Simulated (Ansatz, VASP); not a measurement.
## One calculation of Y, two programs

```
CELL_PARAMETERS angstrom
3.18568 0.00000 0.00000
0.00000 3.18568 0.00000
0.00000 0.00000 3.18568
ATOMIC_POSITIONS crystal
Y 0.00000 0.00000 0.00000
```

Alike in both runs: task single point; functional RPBE; k mesh 11 × 11 × 11; occupations fermi-dirac, width 0.1 eV; no spin polarisation.

|  | VASP | Ansatz |
| --- | --- | --- |
| version | VASP 6.6.1 | Ansatz 0.2.0 |
| potentials or method | VASP PAW PBE potentials, release 64 (Y_sv) | plane waves (420 eV) with PAW, scalar-relativistic |
| plane-wave cutoff (eV) | 520 | 420 |
| valence electrons in the cell | 11 | 11 |

```tsv
	VASP	Ansatz	Ansatz less VASP
pressure (GPa)	3.7	3.7	+0.04
```

Caveats: the PAW data sets were made with another functional, which shifts forces and pressure a little (VASP).
